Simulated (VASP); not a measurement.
Set up this calculation in VASP 6.6.1, as the native input.

| Item | Value |
| --- | --- |
| Task | single point |
| Functional | LDA |
| Potentials or basis | VASP PAW LDA potentials, release 64 (Ag, Cl) |
| Cutoff | 520 eV |
| k mesh | 6 × 6 × 6 |
| Occupations | gaussian, width 0.01 eV |
| Spin | no spin polarisation |
| Dipole correction | no |
| Further INCAR settings | ALGO = Normal; EDIFF = 1e-06; NBANDS = 16 |

The structure of AgCl lies in POSCAR:

```
AgCl
1.0
    0.0000000000      2.9932461729      2.9932461729
    2.9932461729      0.0000000000      2.9932461729
    2.9932461729      2.9932461729      0.0000000000
Ag Cl
1 1
Direct
    0.0000000000      0.0000000000      0.0000000000
    0.2500000000      0.2500000000      0.2500000000
```

The cell was built by a generator and needn't be a form met in nature.

These files were run (other wordings do the same):

INCAR

```
  ALGO = Normal
  EDIFF = 1E-6
  ENCUT = 520
  GGA = CA
  ISIF = 2
  ISMEAR = 0
  LASPH = T
  LCHARG = T
  LELF = T
  LREAL = F
  LVHAR = T
  LWAVE = F
  NBANDS = 16
  NELM = 80
  PREC = Accurate
  SIGMA = 0.01
```

KPOINTS

```
k-points
0
Gamma
  6 6 6
```

Potentials or basis: VASP PAW LDA potentials, release 64 (Ag, Cl).

The run is started by

```sh
$ cat potpaw_LDA.64/Ag/POTCAR potpaw_LDA.64/Cl/POTCAR > POTCAR
$ mpirun -np 1 vasp_std > vasp.out
```

It gave:

```
Pressure               : -4.0 GPa
Band gap on the k mesh : 0.97 eV, direct
```

Run time: 4.3 s on 1 thread of Intel(R) Xeon(R) 6975P-C (Granite Rapids), with other jobs on the host, peak memory 0.15 GiB.
